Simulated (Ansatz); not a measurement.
Tl:

```
CELL_PARAMETERS angstrom
3.45600 0.00000 0.00000
-1.72800 2.99298 0.00000
0.00000 0.00000 5.52500
ATOMIC_POSITIONS crystal
Tl 0.66667 0.33333 0.75000
Tl 0.33333 0.66667 0.25000
```

```yaml
Program: Ansatz 0.2.0
Task: relaxation of cell and atoms
Functional: LDA
Potentials_or_basis: Ansatz PAW
Cutoff: "420 eV (not typed: the program's choice for these potentials)"
k_mesh: 9 × 9 × 5
Occupations: fermi-dirac, width 0.05 eV
Spin: no spin polarisation
```

At the start: volume 28.57 Å³/atom.

Problem. How do energy, volume and symmetry change on relaxing?

Solution. It ends after 6 steps and the volume is 27.33 Å³/atom (-4.4 %); space group P6_3/mmc (No. 194, to 0.05 Å).

The path:
| step | energy change (eV) | largest force (eV/Å) | volume (Å³) |
| --- | --- | --- | --- |
| 1 | 0.0000 | 0.0000 | 57.15 |
| 2 | -0.0159 | 0.0000 | 55.01 |
| 3 | -0.0198 | 0.0000 | 54.41 |
| 4 | -0.0215 | 0.0000 | 54.31 |
| 5 | -0.0218 | 0.0000 | 54.66 |
| 6 | -0.0213 | 0.0000 | 54.66 |

Final structure:
```cif
data_structure
_symmetry_space_group_name_H-M 'P 1'
_symmetry_Int_Tables_number 1
_cell_length_a 3.3438
_cell_length_b 3.3438
_cell_length_c 5.6446
_cell_angle_alpha 90.000
_cell_angle_beta 90.000
_cell_angle_gamma 120.000
_cell_volume 54.66
loop_
_atom_site_label
_atom_site_type_symbol
_atom_site_fract_x
_atom_site_fract_y
_atom_site_fract_z
_atom_site_occupancy
Tl1 Tl 0.66667 0.33333 0.75000 1
Tl2 Tl 0.33333 0.66667 0.25000 1
```

The cell as given is a measured one (28.57 Å³/atom); LDA puts the equilibrium volume -4.4 % from it, thermal expansion not counted.

Caveat: the plane-wave basis is chosen anew once the cell has moved, so the energies of steps on either side of that aren't comparable; the PAW data sets come from PBE, with cores solved anew for the run's functional, which leaves a small shift of forces and pressure.
